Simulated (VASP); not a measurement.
## Li$_{2}$O (antifluorite): computed properties

Calculation: PBE GGA, VASP's PBE PAW potentials (set 64) (plane waves; VASP).

- space group = Fm-3m (225)
- cell = a = 4.620 Å, b = 4.620 Å, c = 4.620 Å, α = 90.00°, β = 90.00°, γ = 90.00°
- volume per atom = 8.22 Å³/atom
- band gap (over mesh and band path) = 4.97 eV
- smallest direct gap (over mesh and band path) = 5.27 eV
- band-edge character = indirect, Γ to X
- density = 2.01 g/cm³
- mean ε∞ (DFPT) = 2.92
- mean ε∞ (independent particles) = 2.96
- mean static ε = 7.53
- optical Γ-point spectrum = 436 (×3), 525 (×3) cm⁻¹

Li$_{2}$O is modelled in the cubic space group Fm-3m (No. 225), the anti-fluorite structure, Pearson symbol cF12. Conventional cell: a = b = c = 4.6200 Å, α = β = γ = 90.00°. Li on 8c is surrounded by 4 O at 2.001 Å (tetrahedral). O on 4a is surrounded by 8 Li at 2.001 Å (cubic). (Neighbours: up to the widest gap in distance over summed covalent radii, below 1.35, at either atom; cation-cation and far metal-metal contacts left out.)
(The calculation used a cell of 3 atoms; values per cell refer to that cell.)

Measured: gap 8.00 eV (computed value off by -3.03 eV), as given by Das et al., (2018), arXiv:1807.05623; ε∞ 2.68 (computed value off by +9.1 %), as given by Priya Sony et al., Physical Review B (2008), arXiv:0801.3308.

The compound is Li2O in the antifluorite structure. The cell was not relaxed at this level.
